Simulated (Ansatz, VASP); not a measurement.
This is a calculation of C for Ansatz 0.2.0.

The input input.yaml:

```yaml
crystal:
  lattice:
    - [2.61972, 0.0, 0.0]
    - [0.0, 2.61972, 0.0]
    - [0.0, 0.0, 2.61972]
  atoms:
    - { symbol: C, position: [0.0, 0.5, 0.5] }
    - { symbol: C, position: [0.5, 0.0, 0.5] }
    - { symbol: C, position: [0.5, 0.5, 0.0] }
hamiltonian:
  xc: pbesol
  pseudopotentials: { kind: paw }
kpoints:
  mp_grid: { grid: [10, 10, 10] }
scf:
  occupations: { method: fermi_dirac, width: 0.05 }
output:
  forces: true
  stress: true
  eigenvalues: true
relax:
  f_tol: 0.01
  max_steps: 40
  cell: { stress_tol: 0.05 }
```

Potentials or basis: Ansatz PAW.

Command:

```console
$ ansatz run input.yaml --threads 2 --pin off --max-ram 5632MiB --backend cpu --events-out ev --progress --plain --runs-dir out
```

Q: Set up the same calculation for VASP 6.6.1. Potentials there: VASP PAW PBE potentials, release 64 (C).

A: As run (the cutoff follows the program's own potentials):

The input INCAR:

```
  PREC = Accurate
  ENCUT = 600
  EDIFF = 1E-6
  ISMEAR = -1
  SIGMA = 0.05
  LREAL = False
  LASPH = True
  NELM = 80
  ALGO = Normal
  ISIF = 3
  LWAVE = False
  LCHARG = False
  GGA = PS
  IBRION = 2
  NSW = 60
  EDIFFG = -0.01
```

File KPOINTS:

```
regular mesh
0
Gamma
  10 10 10
```

The input POSCAR:

```
C
1.0
    2.6197200000      0.0000000000      0.0000000000
    0.0000000000      2.6197200000      0.0000000000
    0.0000000000      0.0000000000      2.6197200000
C
3
Direct
    0.0000000000      0.5000000000      0.5000000000
    0.5000000000      0.0000000000      0.5000000000
    0.5000000000      0.5000000000      0.0000000000
```

Potentials or basis: VASP PAW PBE potentials, release 64 (C).

Run with:

```sh
$ cat potpaw_PBE.64/C/POTCAR > POTCAR
$ mpirun -np 1 vasp_std > vasp.out
```

Both were run:

|  | VASP | Ansatz | Ansatz less VASP |
| --- | --- | --- | --- |
| gap on the k mesh at the Fermi level, each at its own relaxed structure (eV) | none | none | - |
| relaxed volume (Å³/atom) | 5.75 | 5.76 | +0.012 |
| relaxed cell length with the largest relative difference (Å) | 2.583 | 2.585 | +0.0018 |
| energy change over the relaxation (meV/atom) | -4 | -3 | +0.7 |

A gap of «none» marks a metal or a gap that the smearing closes.

Caveats: the PAW data sets were made with another functional, which shifts forces and pressure a little (VASP); the plane-wave basis is chosen anew once the cell has moved, so the energies of steps on either side of that aren't comparable (Ansatz); the pressure holds a Pulay correction of +1.1 GPa for the finite cutoff (Ansatz); the PAW data sets come from PBE, with cores solved anew for the run's functional, which leaves a small shift of forces and pressure (Ansatz).
